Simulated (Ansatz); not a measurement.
**A computed series for KI: response to strain**

The reference is KI in the rock salt structure (space group Fm-3m, No. 225; a = 7.006 Å).

Strains are applied to the cell and any free atomic positions relax.

Method: PBEsol in Ansatz (plane waves to 420 eV, PAW, no SOC).

Notes on the quantities. energy relative to the base: free energy F.

```csv
case,energy relative to the base,width of the top valence band,band gap
base,0 meV/atom,0.64 eV,3.87 eV
isotropic strain −3.00 %,+15 meV/atom,0.77 eV,4.09 eV
isotropic strain −2.50 %,+10 meV/atom,0.75 eV,4.05 eV
isotropic strain −1.50 %,+3.6 meV/atom,0.70 eV,3.98 eV
isotropic strain −1.00 %,+1.6 meV/atom,0.68 eV,3.94 eV
isotropic strain −0.50 %,+0.4 meV/atom,0.66 eV,3.91 eV
isotropic strain +0.50 %,+0.3 meV/atom,0.62 eV,3.84 eV
isotropic strain +1.00 %,+1.4 meV/atom,0.61 eV,3.81 eV
isotropic strain +2.00 %,+5.3 meV/atom,0.57 eV,3.75 eV
isotropic strain +2.50 %,+8.2 meV/atom,0.55 eV,3.72 eV
```

Spin-orbit coupling, missing from the scalar runs, can matter with I. Whether these cells are dynamically stable was not tested.

Ansatz is a quantum-chemistry and plane-wave program.
